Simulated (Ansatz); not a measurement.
An Ansatz input and the part of its output that reports the observables at the nuclei.

The cell is an entry of the Crystallography Open Database (COD), relaxed with PBE at fixed cell and then changed (volume scaled by 0.94, ions relaxed).

```yaml
crystal:
  lattice:
    - [2.4489652718, -2.8016162709, 0.0]
    - [2.4489652718, 2.8016162709, 0.0]
    - [0.0, 0.0, 10.8929975289]
  atoms:
    - { symbol: Sn, position: [6.44665e-05, -6.44665e-05, -0.014181399] }
    - { symbol: Sn, position: [-6.44665e-05, 6.44665e-05, 0.485818601] }
    - { symbol: Sn, position: [0.499678216, 0.500321784, 0.271170967] }
    - { symbol: Sn, position: [0.500321784, 0.499678216, 0.771170967] }
    - { symbol: O, position: [0.9998128415, 0.5000024962, 0.378505216] }
    - { symbol: O, position: [0.0001871585, 0.4999975038, 0.878505216] }
    - { symbol: O, position: [0.4999975038, 0.0001871585, 0.378505216] }
    - { symbol: O, position: [0.5000024962, 0.9998128415, 0.878505216] }
kpoints:
  mp_grid: { grid: [8, 8, 3] }
scf:
  occupations: { method: fermi_dirac, width: 0.02 }
hamiltonian:
  xc: pbe
  pseudopotentials: { kind: paw }
output:
  forces: true
  stress: true
  populations: true
  efg:
    quadrupole_moments_barn: { Sn: -0.132, O: -0.02558 }
    contact_densities: true
  write_density: true
  write_potential: true
  elf: true
  volumetric_format: npy
relax:
  f_tol: 0.02
  max_steps: 60
```

The quadrupole moment typed for Sn is that of the 23.9 keV Mössbauer state of ¹¹⁹Sn; the ground state has I = 1/2 and no quadrupole moment.

```sh
ansatz run input.yaml --threads 1 --pin off --max-ram 3072MiB --backend cpu --events-out ev --progress --plain --runs-dir out
```

The run relaxes the ions first, and the block belongs to the relaxed positions.

Of the output, the block on the nuclei alone is shown; the set-up, the SCF iterations, energies, forces and stress are cut. One atom of each set with nearly equal values is shown.

```
--- PAW observables at the nuclei: V_zz in 10²¹ V/m², potentials from the cell's mean, atoms counted from 1 ---
  atom   1  Sn V_zz =   -19.966797   η = 0.2599   by run symmetry: allowed   C_q = +63.7289 MHz
            electrostatic potential = -8172.172928 V   contact ρ = 1236422.789010 e/Å³
  atom   5  O  V_zz =    -5.650250   η = 0.0975   by run symmetry: allowed   C_q = +3.4948 MHz
            electrostatic potential = -624.924665 V   contact ρ = 2159.317920 e/Å³
```

The relaxation (4 steps) took 57 s of wall time (57 s of CPU time) and 0.57 GiB at its peak, on 1 thread of Intel Xeon 6975P-C (Granite Rapids) (x86_64; 16 cores open to the job, memory cap 3.0 GiB, no GPU), a shared host with a load of 0.5 a core.

Without spin–orbit coupling (the program notes it for Sn) the gradients can shift somewhat, as the gap is small. With a gap of 0.2 eV on this mesh, the gradients can still move by some per cent as the k-mesh gets denser. At this changed cell the PBE pressure is 5 GPa. The database positions were far from equilibrium, so the relaxed structure may not be the compound's real one.
